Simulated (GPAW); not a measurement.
A run of GPAW 26.7.0 is set up as follows.

File run.py:

```python
from ase import Atoms
from ase.dft.bandgap import bandgap
from ase.io import write
from ase.units import GPa
from gpaw import GPAW, PW

atoms = Atoms(['Cd', 'Cd', 'S', 'S'],
              cell=[[4.15, 0.0, 0.0],
                    [-2.075, 3.5940054257, 0.0],
                    [0.0, 0.0, 6.737]],
              scaled_positions=[[0.6666666667, 0.3333333333, 0.5],
                                [0.3333333333, 0.6666666667, 0.0],
                                [0.6666666667, 0.3333333333, 0.875],
                                [0.3333333333, 0.6666666667, 0.375]],
              pbc=True)

calc = GPAW(mode=PW(600),
            xc='PBE',
            kpts={'size': (7, 7, 4), 'gamma': True},
            occupations={'name': 'methfessel-paxton', 'order': 0, 'width': 0.018000000000000002},
            nbands=31,
            convergence={'density': 1e-05, 'energy': 1e-05},
            maxiter=150,
            txt='gpaw.txt')
atoms.calc = calc
energy = atoms.get_potential_energy()
forces = atoms.get_forces()
stress = atoms.get_stress()
calc.write('gs.gpw')
write('result.traj', atoms)
print(f'Energy: {energy:.6f} eV')
print('Forces (eV/A):')
print(forces.round(4))
print('Stress (GPa):', (stress / GPa).round(3))
print('Fermi level:', round(calc.get_fermi_level(), 4), 'eV')
print(f'Gap: {bandgap(calc)[0]:.4f} eV, direct: {bandgap(calc, direct=True)[0]:.4f} eV')
```

Potentials or basis: GPAW PAW data sets (gpaw-data 1.2.1), pw.

Run with:

```bash
$ OMP_NUM_THREADS=1 python run.py
```

Q: Estimate the band gap on the k mesh.

A: 1.18 eV, direct.

Q: Predict the largest force.

A: 0.067 eV/Å.

Stress tensor (GPa, compression positive):
```
1.61 0.00 0.00
0.00 1.61 0.00
0.00 0.00 2.25
```

**What was measured.**

“Isotope dependence of band-gap energy”, 2008, arxiv:0807.2152 quotes, for a bulk crystal of CdS: band gap 2.5809 ± 0.0002 eV.

Measured gap of CdS: 2.5809 eV (quoted in “Isotope dependence of band-gap energy”, 2008, arxiv:0807.2152). This calculation gives 1.18 eV (-1.40 eV). So large a miss can be the level of theory's own, or it may mean another phase, state or a wrong row. Spin-orbit coupling on Cd is left out. The value is that of PBE, without temperature or zero-point motion. Semilocal functionals fall short of measured gaps as a rule.
